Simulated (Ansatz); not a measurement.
Strain response of Hf$_{3}$Si$_{2}$

Theory: DFT PBEsol, scalar-relativistic, plane waves, PAW in Ansatz. (420 eV cutoff, 6×6×10 k-mesh, Gaussian smearing of 0.10 eV, no spin polarisation)

Starting point, cell and atoms relaxed:

```xyz
10
Lattice="6.9765 0.0000 0.0000 0.0000 6.9765 0.0000 0.0000 0.0000 3.6070" Properties=species:S:1:pos:R:3 pbc="T T T"
Hf    4.7012    5.7635    1.8035
Hf    5.7635    2.2753    1.8035
Hf    2.2753    1.2130    1.8035
Hf    1.2130    4.7012    1.8035
Hf    3.4882    3.4882    0.0000
Hf    0.0000    0.0000    0.0000
Si    4.3520    0.8638    0.0000
Si    6.1127    4.3520    0.0000
Si    0.8638    2.6245    0.0000
Si    2.6245    6.1127    0.0000
```

Deformation: uniaxial strain along c, with the lengths of a and b and the atoms relaxed and the angles held, all within the symmetry that the strain leaves. Energies are extrapolated to zero smearing. Stress is positive in compression, on the Cartesian axes of the cell above.

Spin–orbit coupling is left out, which can shift energies with elements as heavy as these.

| strain (%) | ΔE (meV/atom) | a (Å) | b (Å) | c (Å) | σxx (GPa) | σyy (GPa) | σzz (GPa) |
| --- | --- | --- | --- | --- | --- | --- | --- |
| -4.0 | 14.7 | 7.059 | 7.059 | 3.463 | 0.00 | 0.00 | 6.47 |
| -2.0 | 4.0 | 7.015 | 7.015 | 3.535 | 0.01 | 0.01 | 3.44 |
| +0.0 | 0.0 | 6.976 | 6.976 | 3.607 | 0.01 | 0.01 | 0.00 |
| +2.0 | 3.2 | 6.939 | 6.939 | 3.679 | 0.00 | 0.00 | -2.76 |
| +4.0 | 12.6 | 6.906 | 6.906 | 3.751 | 0.00 | 0.00 | -6.05 |

Cost: 5 runs of about 13 core-minutes in all, on Intel Xeon 6975P-C (Granite Rapids) (shared hosts).